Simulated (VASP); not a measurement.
# InP in VASP: how settings move the PBE single point

The PBE single point of InP in the zincblende structure, under -4.0 % strain along z alone is repeated with altered inputs. Which of them can be trusted?

The runs shown are made with VASP 6.6.1. PAW datasets, plane waves. (Simulation; spin polarisation is off.)

## (1) The system as given

The cell comes from an earlier relaxation with r2SCAN in another program, then strained, with the atoms relaxed again.

It is tetragonal, I-4m2 (No. 119); a = 4.177 Å, c = 5.671 Å in the conventional setting, 24.74 Å³ an atom. Near In stand 4 P at 2.52 Å; near P stand 4 In at 2.52 Å.

The structure in full:

```xyz
2
Lattice="0.0000 2.9538 2.8356 2.9538 0.0000 2.8356 2.9538 2.9538 0.0000" Properties=species:S:1:pos:R:3 pbc="T T T"
In    0.0000    0.0000    0.0000
P     1.4769    1.4769    1.4178
```

## (2) The reference run

Input file INCAR:

```
ENCUT = 520.000000
SIGMA = 0.020000
EDIFF = 1.00e-07
GGA = PE
PREC = Accurate
IBRION = -1
ISIF = 2
ISMEAR = -1
NBANDS = 16
NELM = 120
NSW = 0
LASPH = .TRUE.
LCHARG = .FALSE.
LWAVE = .FALSE.
LREAL = .FALSE.
```

Input file KPOINTS:

```
KPOINTS created by Atomic Simulation Environment
0
Gamma
8 8 8
0 0 0
```

Input file POSCAR:

```
In P
 1.0000000000000000
     0.0000000000000000    2.9537876347999998    2.8356361294000001
     2.9537876347999998    0.0000000000000000    2.8356361294000001
     2.9537876347999998    2.9537876347999998    0.0000000000000000
 In  P
   1   1
Cartesian
  0.0000000000000000  0.0000000000000000  0.0000000000000000
  1.4768938173999997  1.4768938173999997  1.4178180646999998
```

A file KPOINTS_OPT adds named points for the levels; it doesn't enter the self-consistent loop.

Potentials: the recommended PBE PAW datasets, 18 valence electrons.

On the command line:

```
$ mpirun -np 1 vasp_std
```

## (3) Variant 1

INCAR is that of step 2.

Input file KPOINTS:

```
KPOINTS created by Atomic Simulation Environment
0
Monkhorst-Pack
8 8 8
0 0 0
```

POSCAR is that of step 2.

## (4) Variant 2

Edit INCAR of step 2 so:

```diff
@@ -1,2 +1 @@
-ENCUT = 520.000000
 SIGMA = 0.020000
@@ -15 +14,2 @@
 LREAL = .FALSE.
+ENCUT = 200
```

KPOINTS is that of step 2.

POSCAR is that of step 2.

## (5) Variant 3

Edit INCAR of step 2 so:

```diff
@@ -2,3 +2,2 @@
 SIGMA = 0.020000
-EDIFF = 1.00e-07
 GGA = PE
@@ -15 +14,2 @@
 LREAL = .FALSE.
+EDIFF = 1e-05
```

Input file KPOINTS:

```
KPOINTS created by Atomic Simulation Environment
0
Gamma
5 5 5
0 0 0
```

POSCAR is that of step 2.

Q: Predict the outcome of this session. Wanted: for each run, changed; ending; energy change; pressure; electronic steps; usable.

**Answer**, as computed:

| run | changed | ending | energy change (meV/atom) | pressure (GPa) | gap on the mesh (eV; negative: overlap) | electronic steps | time | usable |
| --- | --- | --- | --- | --- | --- | --- | --- | --- |
| ref. | – | converged | 0 | 4.6 | 0.68 | 15 | 44 s | yes |
| 1 | shifted mesh | converged | -1.1 | 4.6 | 1.24 | 15 | 92 s | yes |
| 2 | ENCUT = 200 | converged | 71.8 | -7.3 | 0.66 | 15 | 10 s | no |
| 3 | EDIFF = 1e-05, mesh 5×5×5 | converged | 16.9 | 4.6 | 0.67 | 12 | 14 s | no |

**Reading.** Of 3 altered inputs, 2 ended normally on a faulty or unsound input, 1 gave usable results. «shifted mesh» moves the energy by -1.1 meV/atom.
